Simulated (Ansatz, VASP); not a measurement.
# BeSe: VASP beside Ansatz

```xyz
2
Lattice="0.0000 2.6142 2.6142 2.6142 0.0000 2.6142 2.6142 2.6142 0.0000" Properties=species:S:1:pos:R:3 pbc="T T T"
Be    0.0000    0.0000    0.0000
Se    3.9214    3.9214    3.9214
```

Alike in both runs: task single point; functional PBE; k mesh 8 × 8 × 8; occupations gaussian, width 0.02 eV; no spin polarisation.

```csv
,VASP,Ansatz
version,VASP 6.6.1,Ansatz 0.2.0
potentials or method,"VASP PAW PBE potentials, release 64 (Be, Se)","scalar-relativistic, plane waves, PAW"
plane-wave cutoff (eV),520,420
valence electrons in the cell,8,18
```

Ansatz gave:

| Property | Result |
| --- | --- |
| gap on the k mesh at the Fermi level (eV) | 2.73 |
| least direct gap on the mesh (eV) | 4.01 |
| pressure (GPa) | -2.1 |

Task: Estimate VASP's values.

Result: gap on the k mesh at the Fermi level (eV): 2.72; least direct gap on the mesh (eV): 4.01; pressure (GPa): -1.9.

The two sets of potentials don't hold the same shells in valence.

A k mesh can miss the band edges.
